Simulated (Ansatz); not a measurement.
This is a one-shot G0W0 calculation with Ansatz 0.2.0 on SnO2 in the fluorite structure; the level of theory is G0W0@PBE with 240 empty bands, a screening cutoff of 220 eV and a 6×6×6 mesh. The geometry is the r2SCAN minimum.

Input file:
```yaml
crystal:
  lattice:
    - [0.0, 2.5334667554, 2.5334667554]
    - [2.5334667554, 0.0, 2.5334667554]
    - [2.5334667554, 2.5334667554, 0.0]
  atoms:
    - { symbol: Sn, position: [0.0, 0.0, 0.0] }
    - { symbol: O, position: [0.25, 0.25, 0.25] }
    - { symbol: O, position: [0.75, 0.75, 0.75] }
kpoints:
  mp_grid: { grid: [6, 6, 6] }
hamiltonian:
  xc: pbe
scf:
  occupations: { method: fixed }
gw:
  n_empty_bands: 240
  ecut_chi: 220
  qp_bands: [v2, c2]
  qp_kpoints: band_edges
  screening: { model: contour_deformation }
```

Command: `ansatz run input.yaml --threads 2 --pin off --max-ram 2211MiB --backend cpu --events-out ev --progress --plain --runs-dir out`.

Question: What wall time did it need on 2 threads of Arm Neoverse V1, on a shared host, and what peak of host memory did it reach?

Answer: About 3.6 min, with a peak of 0.59 GiB.

Main lines of the log:
```
Functional definition: PBE
Crystal: 3 atoms, lattice volume = 32.522 Å³
Basis set: ecut = 420 eV, 609 PW (Γ)
Bands: 17, of which v1, the nominal top of the filled ones, is band 13 counted from 1 (12 counted from 0)
Symmetry: 48 space group operations
Space group: Fm-3m (ITA 225)
k-points: 16 of 216
preconditioner: auto → none  [insulator: Δε(μ)=0.372 eV  ℏωp=33.2 eV]
SCF 1 converged in 6 iterations: F = -7158.185496 eV  dr2 = 2.09e-9
SCF converged after 6 iterations
Free energy (F): -7158.185496 eV
Fermi energy:    11.753722 eV
--- Per-component energies (eV) ---
  E_band       = -7.476376
  E_kinetic    = 543.190543
  E_local      = -1181.712252
  E_nonlocal   = 67.151354
  E_hartree    = 645.816030
  E_xc         = -527.944736
  E_vxc        = -282.730560
  E_paw        = -4464.355790
  E_vpaw       = -445.013993
  E_ewald      = -2240.335576
--- Band table (eV; the first three rows and the last of 16) ---
  k-point 0: bands = […, 8.8433, 8.8433, 8.8433, 10.3762, 10.3762, 10.3762, 12.0592, 18.9229, 18.9229, 18.9229]
  k-point 1: bands = […, 7.8704, 8.7033, 8.7033, 9.1848, 10.1889, 10.1889, 13.9885, 18.7691, 19.6035, 19.6035]
  k-point 2: bands = […, 6.3866, 8.2611, 8.4579, 8.4579, 9.8223, 9.8223, 15.9661, 19.2767, 21.2014, 21.2014]
  k-point 15: bands = […, 3.5315, 5.8185, 7.3838, 9.9430, 11.4754, 11.7537, 15.9528, 20.4197, 21.2164, 22.7222]
--- G₀W₀: contour deformation, 8 samples at zero and on the imaginary axis and 3 off it, 216 q-points, 240 empty bands' worth ---
    ik  band        ε_KS         Σx   Σc(E_QP)       V_xc       Z   E_QP_lin       E_QP  E_QP is
     0    12     10.3762   -25.6599     4.3931   -20.6015  0.7195     9.6956     9.7109  root
     0    13     10.3762   -25.6599     4.3931   -20.6015  0.7195     9.6956     9.7109  root
     0    14     12.0592   -15.0362    -3.4215   -18.7237  0.8055    12.3262    12.3252  root
     0    15     18.9229    -8.0044    -5.0634   -13.4827  0.8098    19.3410    19.3378  root
     1    12     10.1889   -25.7520     4.5173   -20.5528  0.7150     9.4896     9.5070  root
     1    13     10.1889   -25.7520     4.5173   -20.5528  0.7150     9.4896     9.5070  root
     1    14     13.9885   -16.9026    -2.9557   -20.2657  0.7791    14.3987    14.3960  root
     1    15     18.7691    -8.3667    -4.9143   -13.6557  0.8028    19.1463    19.1438  root
     4    12     10.7598   -26.1553     4.3915   -21.1062  0.7237    10.0888    10.1022  root
     4    13     10.7598   -26.1553     4.3915   -21.1062  0.7237    10.0888    10.1022  root
     4    14     14.0139   -16.0851    -3.3248   -19.8470  0.7846    14.4542    14.4511  root
     4    15     17.9277    -7.5584    -4.8109   -12.6511  0.8124    18.2111    18.2094  root
     8    12      9.3822   -26.3318     4.9094   -20.7036  0.6997     8.6420     8.6633  root
     8    13     10.9807   -26.3515     4.3950   -21.3038  0.7255    10.3152    10.3279  root
     8    14     15.1868   -16.2482    -3.6993   -20.5339  0.7726    15.7805    15.7732  root
     8    15     18.7672    -8.7775    -4.7874   -13.9276  0.7984    19.1327    19.1299  root
     9    12     11.3121   -26.6834     4.3454   -21.6991  0.7289    10.6617    10.6733  root
     9    13     11.3121   -26.6834     4.3454   -21.6991  0.7289    10.6617    10.6733  root
     9    14     15.1643   -13.4589    -4.2877   -18.2770  0.7898    15.7003    15.6945  root
     9    15     17.7746    -9.0109    -4.6141   -13.9356  0.8073    18.0871    18.0851  root
    10    12     11.2528   -26.7414     4.3950   -21.6980  0.7279    10.5921    10.6044  root
    10    13     11.3963   -26.7601     4.4701   -21.6452  0.7268    10.7396    10.7515  root
    10    14     15.6310   -13.1193    -4.4411   -18.1247  0.7869    16.2023    16.1952  root
    10    15     19.2547   -10.2932    -4.9088   -15.6776  0.7901    19.7342    19.7304  root
    11    12     10.7159   -26.5558     4.5532   -21.3216  0.7214    10.0197    10.0350  root
    11    13     11.5404   -26.8230     4.4059   -21.7853  0.7288    10.8975    10.9086  root
    11    14     16.3430   -14.6797    -4.5754   -19.9804  0.7688    17.0824    17.0683  root
    11    15     20.9649    -8.3467    -5.0997   -13.8346  0.7772    21.3570    21.3532  root
    12    12     11.5741   -26.9528     4.3187   -22.0087  0.7307    10.9381    10.9487  root
    12    13     11.6530   -26.8479     4.4487   -21.7710  0.7283    11.0141    11.0248  root
    12    14     15.0848   -11.9000    -4.3987   -16.7409  0.7994    15.5309    15.5270  root
    12    15     19.0447   -10.4416    -5.0025   -15.9470  0.7975    19.5525    19.5476  root
    13    12     10.7094   -26.4932     4.6055   -21.2040  0.7204    10.0102    10.0257  root
    13    13     11.3856   -26.7375     4.3675   -21.7330  0.7288    10.7372    10.7486  root
    13    14     15.9666   -14.5666    -4.4050   -19.6377  0.7743    16.6434    16.6327  root
    13    15     19.1572    -9.4808    -4.7949   -14.6792  0.7949    19.5636    19.5608  root
  […]
```

The rows of the band table are 0: (0, 0, 0) = Γ, 1: (0, 0, 1/6), 2: (0, 0, 1/3), 15: (1/6, -1/2, -1/3).

The points are ik 0 = (0, 0, 0) (Γ), ik 1 = (0, 0, 1/6), ik 4 = (0, 1/6, 1/6), ik 8 = (0, 1/6, -1/6), ik 9 = (0, 1/3, 1/3), ik 10 = (0, 1/3, -1/2), ik 11 = (0, 1/3, -1/3), ik 12 = (0, -1/2, -1/2) (X), ik 13 = (1/6, 1/3, -1/2), ik 14 = (1/6, 1/3, -1/3), ik 15 = (1/6, -1/2, -1/3); band 13 is the last filled one.

G0W0 moves the gap on the mesh from 0.31 eV (PBE) to 1.19 eV (W–X (0.33 of the way from W) to Γ). Renormalisation factors Z lie between 0.70 and 0.81. The G0W0 figures hold for the stated bands, cutoff and mesh and aren't extrapolated.

No spin polarisation. The prototype was imposed, so other structures may be more stable.

No spin-orbit coupling is included; it can move band edges with weight on the heavy atoms by tenths of an eV.

For so narrow a gap this mesh doesn't settle the screening, and the bands and cutoff are finite.
